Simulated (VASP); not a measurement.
Input of a VASP 6.6.1 run:

The input POSCAR:

```
BeS
1.0
    0.0000000000      2.3846463833      2.4716747915
    2.3846463833      0.0000000000      2.4716747915
    2.3846463833      2.3846463833      0.0000000000
Be S
1 1
Direct
    0.0000000000      0.0000000000      0.0000000000
    0.2500000000      0.2500000000      0.2500000000
```

File INCAR.step1:

```
SYSTEM = BeS
ALGO     = Normal         ! electronic algorithm
EDIFF    = 1E-4           ! SCF threshold, eV
ENCUT    = 520            ! plane-wave cutoff, eV
GGA      = PE             ! functional
ISMEAR   = 0              ! smearing method
LASPH    = .True.         ! aspherical terms in the spheres
LCHARG   = .False.        ! write CHGCAR
LREAL    = .False.        ! projectors in reciprocal space
LWAVE    = .True.         ! write WAVECAR
NBANDS   = 11             ! bands
NELM     = 60             ! most SCF steps
PREC     = Accurate       ! precision mode
SIGMA    = 0.01           ! smearing width, eV
```

Contents of INCAR.step2:

```
SYSTEM = BeS
ALGO     = Normal         ! electronic algorithm
EDIFF    = 1E-6           ! SCF threshold, eV
ENCUT    = 520            ! plane-wave cutoff, eV
ISIF     = 2              ! what is computed and relaxed
ISMEAR   = 0              ! smearing method
ISTART   = 1            
LASPH    = .True.         ! aspherical terms in the spheres
LCHARG   = .False.        ! write CHGCAR
LMIXTAU  = .True.       
LREAL    = .False.        ! projectors in reciprocal space
LWAVE    = .False.        ! write WAVECAR
METAGGA  = R2SCAN         ! meta-GGA
NBANDS   = 11             ! bands
NELM     = 60             ! most SCF steps
PREC     = Accurate       ! precision mode
SIGMA    = 0.01           ! smearing width, eV
```

KPOINTS

```
k-points
0
Gamma
  10 10 10
  0 0 0
```

Potentials or basis: VASP PAW PBE potentials, release 64 (Be, S).

Command:

```console
$ cat potpaw_PBE.64/Be/POTCAR potpaw_PBE.64/S/POTCAR > POTCAR
$ cp INCAR.step1 INCAR
$ mpirun -np 1 vasp_std > vasp.out
$ cp INCAR.step2 INCAR
$ mpirun -np 1 vasp_std > vasp.out
```

Problem. What does it give for the pressure?

Solution. 2.9 GPa.

Problem. Estimate the band gap on the k mesh.

Solution. 3.37 eV, indirect (least direct gap 6.17 eV).

Stress tensor (GPa, compression positive):
```
4.22 0.00 0.00
0.00 4.22 0.00
0.00 0.00 0.35
```

Caveat: the PAW data sets were made with another functional, which shifts forces and pressure a little. A k mesh can miss the band edges.
